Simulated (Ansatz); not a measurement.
Te (trigonal tellurium): energy against volume

Level of theory: DFT, BLYP, plane waves (420 eV) with PAW, scalar-relativistic in Ansatz 0.2.0. (PAW data from PBE, frozen cores regenerated.)

The cell is scaled uniformly from the relaxed one, with fractional coordinates and shape fixed. Energies are extrapolated to zero smearing, pressures are those at the given smearing. Because the bonds are stretched with the cell, B₀ of this curve lies above the true bulk modulus of such a structure. Magnetic state: spin not included.

A Birch-Murnaghan fit gives V₀ = 48.13 Å³/atom, B₀ = 25 GPa, B₀′ = 4.7.

(1) What are the energy above the minimum and the pressure at 42.323 Å³/atom?

(2) What are the energy above the minimum and the pressure at 46.171 Å³/atom?

(3) What are the energy above the minimum and the pressure at 53.866 Å³/atom?

This functional, with no dispersion term, lets the cell expand far past the measured one.

Answers

(1) 70.6 meV/atom and 4.40 GPa as computed.

(2) 6.8 meV/atom and 1.16 GPa as computed.

(3) 43.7 meV/atom and -2.19 GPa as computed.
